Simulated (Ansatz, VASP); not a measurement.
Ti in VASP and in Ansatz

```
Ti
1.0
     0.00000    1.92565    1.92565
     1.92565    0.00000    1.92565
     1.92565    1.92565    0.00000
Ti
1
Direct
  0.00000 0.00000 0.00000
```

Alike in both runs: functional LDA; k mesh 17 × 17 × 17; occupations fermi-dirac, width 0.05 eV; no spin polarisation.

Ansatz relaxed the structure, and its values are those at the end. VASP's run is a single point on that final structure, the one shown.

|  | VASP | Ansatz |
| --- | --- | --- |
| version | VASP 6.6.1 | Ansatz 0.2.0 |
| potentials or method | VASP PAW LDA potentials, release 64 (Ti_sv) | PAW with Ansatz's default frozen-core files, scalar-relativistic |
| plane-wave cutoff (eV) | 520 | 420 |
| valence electrons in the cell | 12 | 12 |

|  | VASP | Ansatz | Ansatz less VASP |
| --- | --- | --- | --- |
| pressure (GPa) | 16.7 | 17.0 | +0.32 |

Caveats: so large a pressure means that the cell lies far from this level's equilibrium, or that cutoff or potentials fall short (VASP).
